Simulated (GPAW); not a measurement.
# Ge (I4_1/amd) in GPAW: band structure with M06-L

Aim: the band structure of Ge with M06-L.

Program: GPAW 26.7.0. These are calculated values, not measurements. Logs are shortened: lines on timing, memory, paths and dates and some standing lists are left out, and cuts for length are marked. The log counts tension as positive stress, the text compression.

**1. Starting point**

It takes space group I4_1/amd (No. 141, tetragonal). The conventional cell has a = 5.149 Å, b = 5.149 Å, c = 2.795 Å, α = 90.00°, β = 90.00°, γ = 90.00°. Around Ge (site symmetry -4m2) lie 6 Ge at 2.67 to 2.79 Å.

This isn't the form of Ge at room conditions, which is diamond.

**2. Band structure, M06-L, spin-orbit coupling, no magnetisation**

The input, run.py:

```python
import numpy as np
import spglib
from ase import Atoms
from ase.dft.bandgap import bandgap
from ase.io import read, write
from ase.units import GPa
from gpaw import GPAW, PW
from gpaw.spinorbit import soc_eigenstates

atoms = read('Ge.cif')
cell, positions, numbers = spglib.find_primitive(
    (atoms.cell[:], atoms.get_scaled_positions(), atoms.numbers), symprec=1e-4)
atoms = Atoms(numbers, cell=cell, scaled_positions=positions, pbc=True)

calc = GPAW(mode=PW(600),
            xc='M06-L',
            kpts={'size': (8, 8, 8), 'gamma': True},
            occupations={'name': 'fermi-dirac', 'width': 0.05},
            nbands=11,
            convergence={'density': 1e-05, 'energy': 1e-05},
            maxiter=150,
            txt='gpaw.txt')
atoms.calc = calc
energy = atoms.get_potential_energy()
forces = atoms.get_forces()
stress = atoms.get_stress()
calc.write('gs.gpw')
write('result.traj', atoms)
print(f'Energy: {energy:.6f} eV')
print('Forces (eV/A):')
print(forces.round(4))
print('Stress (GPa):', (stress / GPa).round(3))
print('Fermi level:', round(calc.get_fermi_level(), 4), 'eV')
print(f'Gap: {bandgap(calc)[0]:.4f} eV, direct: {bandgap(calc, direct=True)[0]:.4f} eV')

path = atoms.cell.bandpath('GXMGZPNZ1M,XP', npoints=80, eps=1e-4)
bs_calc = calc.fixed_density(kpts=path, symmetry='off', nbands=20,
                             convergence={'bands': 'CBM+6.0', 'eigenstates': 1e-6}, txt='bands.txt')
bs = bs_calc.band_structure()
bs.write('bs.json')
print(f'Gap on the path: {bandgap(bs_calc)[0]:.4f} eV')

soc = soc_eigenstates(bs_calc, theta=90, phi=45, ignore_xc_potential=True)
np.savetxt('soc_bands.dat', soc.eigenvalues(), fmt='%.4f')
mesh = soc_eigenstates('gs.gpw', theta=90, phi=45, ignore_xc_potential=True)
np.savetxt('soc_mesh.dat', mesh.eigenvalues(), fmt='%.4f')
print('Fermi level with spin-orbit coupling:', round(mesh.fermi_level, 4), 'eV')
```

The input, Ge.cif:

```cif
data_Ge
_cell_length_a 5.14897944
_cell_length_b 5.14897944
_cell_length_c 2.79482529
_cell_angle_alpha 90.00000000
_cell_angle_beta 90.00000000
_cell_angle_gamma 90.00000000
_space_group_name_H-M_alt 'I4_1/amd'
_space_group_name_Hall 'I 4bw 2bw -1bw'
_space_group_IT_number 141
loop_
_space_group_symop_operation_xyz
'x,y,z'
'-y,x+1/2,z+1/4'
'-x+1/2,-y+1/2,z+1/2'
'y+1/2,-x,z+3/4'
'x,-y+1/2,-z+1/4'
'-y,-x,-z'
'-x+1/2,y,-z+3/4'
'y+1/2,x+1/2,-z+1/2'
'-x,-y+1/2,-z+1/4'
'y,-x,-z'
'x+1/2,y,-z+3/4'
'-y+1/2,x+1/2,-z+1/2'
'-x,y,z'
'y,x+1/2,z+1/4'
'x+1/2,-y+1/2,z+1/2'
'-y+1/2,-x,z+3/4'
'x+1/2,y+1/2,z+1/2'
'-y+1/2,x,z+3/4'
'-x,-y,z'
'y,-x+1/2,z+1/4'
'x+1/2,-y,-z+3/4'
'-y+1/2,-x+1/2,-z+1/2'
'-x,y+1/2,-z+1/4'
'y,x,-z'
'-x+1/2,-y,-z+3/4'
'y+1/2,-x+1/2,-z+1/2'
'x,y+1/2,-z+1/4'
'-y,x,-z'
'-x+1/2,y+1/2,z+1/2'
'y+1/2,x,z+3/4'
'x,-y,z'
'-y,-x+1/2,z+1/4'
loop_
_atom_site_label
_atom_site_type_symbol
_atom_site_symmetry_multiplicity
_atom_site_Wyckoff_symbol
_atom_site_fract_x
_atom_site_fract_y
_atom_site_fract_z
_atom_site_occupancy
Ge1 Ge 4 b 0.0000000000 0.0000000000 0.5000000000 1
```

Potentials or basis: GPAW PAW data sets (gpaw-data 1.2.1), pw.

Started as:

```console
$ OMP_NUM_THREADS=1 python run.py
```

gpaw.txt:

```text
__  _  _
 | _ |_)|_||  |
 |__||  | ||/\| - 26.7.0

Input parameters:
  mode=PW(ecut=600.0),
  convergence={'density': 1e-05, 'energy': 1e-05},
  kpts=MonkhorstPack(size=(8, 8, 8), gamma=True),
  maxiter=150,
  nbands=11,
  occupations=Occupations(name='fermi-dirac', width=0.05),
  xc=XC(name='M06-L')

Diagonalizing LCAO Hamiltonian
Converting LCAO to pw mode

       Ge    Ge

Atoms  # Å, Bohr magnetons
|   | symbol |        x |        y |        z |    initial magnetic moments |
|---|--------|----------|----------|----------|-----------------------------|
| 0 |     Ge | 0.000000 | 0.000000 | 1.397413 | ( 0.0000,  0.0000,  0.0000) |
| 1 |     Ge | 2.574490 | 0.000000 | 0.698706 | ( 0.0000,  0.0000,  0.0000) |

Unit cell  # Å
| periodic |         x |         y |         z |  lengths |     angles |
|----------|-----------|-----------|-----------|----------|------------|
|      yes | -2.574490 |  2.574490 |  1.397413 | 3.899841 |  97.376984 |
|      yes |  2.574490 | -2.574490 |  1.397413 | 3.899841 |  97.376984 |
|      yes |  2.574490 |  2.574490 | -1.397413 | 3.899841 | 138.005201 |

Number of symmetries: 8
Symmetry operations  # r_c * U_cc + t_c -> r_c
|   | kind |            matrix            |
|---|------|------------------------------|
| 0 |  σ   |  1, 1, 1,  0, 0,-1,  0,-1, 0 |
| 1 |  E   |  1, 0, 0,  0, 1, 0,  0, 0, 1 |
| 2 |  C2  |  0, 1, 0,  1, 0, 0, -1,-1,-1 |
| 3 |  S4  |  0, 0, 1, -1,-1,-1,  0, 1, 0 |
| 4 |  σ   |  0, 0,-1,  1, 1, 1, -1, 0, 0 |
| 5 |  C2  |  0,-1, 0, -1, 0, 0,  0, 0,-1 |
| 6 |  C2  | -1, 0, 0,  0,-1, 0,  1, 1, 1 |
| 7 |  S4  | -1,-1,-1,  0, 0, 1,  1, 0, 0 |

BZ-sampling:
  Number of BZ points: 512
  Number of IBZ points: 59

  Monkhorst-Pack size: [8, 8, 8]
  Monkhorst-Pack shift: [0.0625, 0.0625, 0.0625]

K-points  # in reciprocal-cell coordinates
|     |                                coordinates |     weight |
|-----|--------------------------------------------|------------|
|   0 | (  0.00000000,   0.00000000,   0.00000000) | 0.00195312 |
|   1 | (  0.12500000,  -0.12500000,   0.00000000) | 0.00781250 |
|   2 | (  0.12500000,  -0.12500000,   0.12500000) | 0.00781250 |
|   3 | (  0.12500000,   0.00000000,   0.00000000) | 0.01562500 |
|   4 | (  0.12500000,   0.12500000,  -0.12500000) | 0.00390625 |
|   5 | (  0.25000000,  -0.25000000,   0.00000000) | 0.00781250 |
|   6 | (  0.25000000,  -0.25000000,   0.12500000) | 0.01562500 |
|   7 | (  0.25000000,  -0.25000000,   0.25000000) | 0.00781250 |
|   8 | (  0.25000000,  -0.12500000,   0.00000000) | 0.03125000 |
|   9 | (  0.25000000,  -0.12500000,   0.12500000) | 0.01562500 |
| ... |                                            |            |
|  58 | (  0.50000000,   0.50000000,   0.50000000) | 0.00195312 |

Plane wave coefficients: 1258
Cutoff: 600.0 eV

Spin-components: 1 (collinear spins)
Bands:           11
Projectors:      10
Spin-degeneracy: 2
Datatype:        complex128

Parallelization:
  kpt:    1
  domain: 1
  band:   1

Density:
  Valence electrons: 8.0
  Components: 1
  Grid points: [24 24 24]
  Charge: 0.0  # |e|

Potential:
  Grid points: [24 24 24]

species:
  Ge:
    name:    Germanium
    Z:       32.0
    valence: 4
    core:    28
    charge:  0.0  # [|e|]
    compensation charges:
      type: gauss
      rc: 0.32  # [Å]
      lmax: 2
    cutoffs:
      filter: 1.77  # [Å]
      core: 3.42  # [Å]
    projectors
    | kind |    occ | energy [eV] | rcut [Å] |
    |------|--------|-------------|----------|
    |   4s |  2.000 |     -11.726 |    1.005 |
    |   4p |  2.000 |      -3.896 |    1.005 |
    |    s |        |      15.485 |    1.005 |
    |    p |        |      23.315 |    1.005 |
    |    d |        |       0.000 |    1.005 |

    Using partial waves for Ge as LCAO basis

Reference energy: -114195.275705  # eV

eigensolver:
  PPCG
  Converge bands: occupied
  niter=2

density mixing:
  MSR1-Mixer
  Pratt-step length: 0.05
  Maximum mixing coefficient: 0.75
  Old densities: 10
  SVD Regularization: 0.005
  Good broyden scale: 1.0
  Trust region scale: 1.0
  Backstep threshold: 4.0
  History deletion threshold: 6.0
  Fourier metric: weight=20.0, sigma=0.015

occupation numbers:
  Fermi-Dirac:
    width: 0.0500  # eV

poisson solver:
  ecut: 4800.0  # eV

xc functional:
  name: M06-L with 2 nearest neighbor stencil

convergence criteria:
- Maximum integral of absolute [dens]ity change: 1e-05 electrons / valence electron
- Maximum [total energy] change in last 3 cyles: 1e-05 eV / valence electron
- Maximum integral of absolute [eigenst]ate change: 4e-08 eV^2 / valence electron
maximum number of iterations: 150

SCF iterations
|iter     | |      energy | eigst |  dens |
|---------|-|-------------|-------|-------|
|iter:   1| | -286.993156 | +3.60 |       |
|iter:   2| |  -23.375206 | +2.18 | +0.09 |
|iter:   3| |  -19.771471 | -0.04 | -0.91 |
|iter:   4| |  -19.706608 | -2.39 | -1.16 |
|iter:   5| |  -19.860102 | -2.47 | -1.19 |
|iter:   6| |  -20.007925 | -2.53 | -1.36 |
|iter:   7| |  -20.088689 | -2.28 | -1.64 |
|iter:   8| |  -20.077351 | -3.81 | -1.91 |
|iter:   9| |  -20.098255 | -2.75 | -2.04 |
|iter:  10| |  -20.080828 | -3.77 | -2.13 |
|iter:  11| |  -20.080663 | -4.96 | -2.21 |
|iter:  12| |  -20.074718 | -3.59 | -2.25 |
|iter:  13| |  -20.076275 | -3.67 | -2.47 |
|iter:  14| |  -20.076164 | -4.67 | -2.41 |
|iter:  15| |  -20.075546 | -4.56 | -2.43 |
|iter:  16| |  -20.075561 | -5.13 | -2.58 |
|iter:  17| |  -20.075486c| -4.90 | -2.80 |
|iter:  18| |  -20.075507c| -5.80 | -3.36 |
|iter:  19| |  -20.075516c| -6.45 | -3.58 |
|iter:  20| |  -20.075516c| -7.81c| -4.39 |
|iter:  21| |  -20.075516c| -8.77c| -4.78 |
|iter:  22| |  -20.075516c| -7.69c| -5.20c|

Converged in 22 steps
Energy contributions relative to reference atoms: (reference = -114195.275705)

Energy contributions:
  Kinetic:          13.359973
  Coulomb:         -11.517925
  Zero:              0.112011
  External:          0.000000
  Xc:              -22.025938
  Entropy:          -0.007273
  Spinorbit:         0.000000
  ----------------------------
  Free energy:     -20.079153
  Extrapolated:    -20.075516

dipole moment: (-3.241262, -13.595639, 4.569642)  # |e|*Ang

Fermi level: 8.150
Eigenvalues  # (at kpt = [0.000, 0.000, 0.000])
| band index |      eig [eV] | occ [0-2] |
|------------|---------------|-----------|
|          0 |        -5.371 |     2.000 |
|          1 |         4.196 |     2.000 |
|          2 |         5.837 |     2.000 |
|          3 |         5.837 |     2.000 |
|          4 |        10.766 |     0.000 |
|          5 |        16.125 |     0.000 |
|          6 |        16.125 |     0.000 |
|          7 |        16.595 |     0.000 |
|          8 |        16.883 |     0.000 |
|          9 |        19.570 |     0.000 |
|         10 |        20.496 |     0.000 |

No gap
No difference between direct/indirect transitions

Forces  # eV/Ang
|        x |        y |        z |
|----------|----------|----------|
| -0.00000 | -0.00000 |  0.00000 |  # Ge   0
|  0.00000 |  0.00000 | -0.00000 |  # Ge   1

Stress tensor  # eV/Ang^3
|        x |         y |         z |
|----------|-----------|-----------|
| 0.012475 |  0.000000 |  0.000000 |
| 0.000000 |  0.012475 | -0.000000 |
| 0.000000 | -0.000000 | -0.034110 |

# Writing to gs.gpw (mode='')
```

Wall time 2.6 min (1 thread of Arm Neoverse V2, shared host); peak memory 0.28 GiB.

Results:

```yaml
Free_energy: -20.0792 eV
Pressure: 0.5 GPa
Band_gap_along_the_path: none (metal or under the smearing width)
```

Stress tensor (GPa, compression positive):
```
-2.00  0.00  0.00
 0.00 -2.00  0.00
 0.00  0.00  5.47
```

Levels at the corners of the path, in eV from the Fermi level:
```csv
point,band 6,band 7,band 8,band 9,band 10,band 11
Γ,-2.40,-2.23,-2.23,2.62,2.62,7.79
X,0.69,0.69,0.69,1.85,1.85,1.85
M,-6.14,-6.14,-6.14,6.26,6.26,6.26
Γ,-2.40,-2.23,-2.23,2.62,2.62,7.79
Z,-3.89,-3.80,-3.80,-3.76,-3.76,4.13
P,-4.40,-4.37,-4.37,4.43,4.43,4.58
N,-2.59,-1.89,-1.89,-1.36,-1.36,2.14
Z1,-3.89,-3.80,-3.80,-3.76,-3.76,4.13
M,-6.14,-6.14,-6.14,6.26,6.26,6.26
X,0.69,0.69,0.69,1.85,1.85,1.85
P,-4.40,-4.37,-4.37,4.43,4.43,4.58
```

Caveat: spin-orbit coupling was added after a scalar SCF, so levels and gaps hold it while energy, forces, pressure and moments don't; this program's spin-orbit splittings come out too wide for heavy elements; the PAW data sets were made with another functional, which shifts forces and pressure a little.
